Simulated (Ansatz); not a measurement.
A crystal in the diamond structure was computed with PBE in Ansatz (plane waves, PAW datasets (generated soft set 1); cutoff 420 eV), no spin polarisation, no spin–orbit coupling, Fermi–Dirac smearing of 0.061 eV, k-spacing 0.06 Å⁻¹. It has a₀ = 5.351 Å and B₀ = 55 GPa.

Q: Which is it?
A. Tb
B. Ge
C. Cu
D. Eu
E. As

A: C. The five: Cu 5.351 Å, 55 GPa; Ge 5.762 Å, 59 GPa; Eu 5.493 Å, 110 GPa; As 6.111 Å, 46 GPa; Tb 5.579 Å, 74 GPa.

Model structures, not the usual forms at ambient conditions (metastable or hypothetical): Cu, Eu, As, Tb. The open f shell of Eu, Tb is treated without spin here, so this is a model state and not the ground state.
